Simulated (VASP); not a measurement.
# InAs: relaxation of the atoms with PBE

Crystal: InAs.

```
CELL_PARAMETERS angstrom
0.00000 3.05231 3.05231
3.05231 0.00000 3.05231
3.05231 3.05231 0.00000
ATOMIC_POSITIONS crystal
In 0.00000 0.00000 0.00000
As 0.25000 0.25000 0.25000
```

The cell isn't the ideal one: a relaxed cell with its volume scaled by 0.96.

- Program: VASP 6.6.1
- Task: relaxation of the atoms
- Functional: PBE
- Potentials or basis: VASP PAW PBE potentials, release 64 (In_d, As)
- Cutoff: 600 eV
- k mesh: 10 × 10 × 10
- Occupations: gaussian, width 0.03 eV
- Spin: no spin polarisation
- Further INCAR settings: ALGO = Fast; EDIFF = 1e-07; IBRION = 2; EDIFFG = -0.01; NSW = 40

* Pressure after relaxing: 2.3 GPa
* Band gap on the k mesh: none (metal or under the smearing width)

Final structure:
```cif
data_structure
_symmetry_space_group_name_H-M 'P 1'
_symmetry_Int_Tables_number 1
_cell_length_a 4.3166
_cell_length_b 4.3166
_cell_length_c 4.3166
_cell_angle_alpha 60.000
_cell_angle_beta 60.000
_cell_angle_gamma 60.000
_cell_volume 56.87
loop_
_atom_site_label
_atom_site_type_symbol
_atom_site_fract_x
_atom_site_fract_y
_atom_site_fract_z
_atom_site_occupancy
In1 In 0.00000 0.00000 0.00000 1
As1 As 0.25000 0.25000 0.25000 1
```

Levels at points of the mesh, in eV from the Fermi level:
```tsv
k point	band 7	band 8	band 9	band 10	band 11	band 12
(0.00, 0.00, 0.00)	-0.35	-0.01	-0.01	-0.01	3.89	3.89
(0.50, 0.00, 0.00)	-5.63	-0.96	-0.96	0.89	4.65	4.65
(0.50, 0.50, 0.00)	-5.72	-2.24	-2.24	1.59	2.05	8.99
```

Wall time 20 s on 1 thread of Intel(R) Xeon(R) 6975P-C (Granite Rapids), on a shared host, peak memory 0.23 GiB.

Caveat: the relaxation stopped at its first step, so nothing moved.
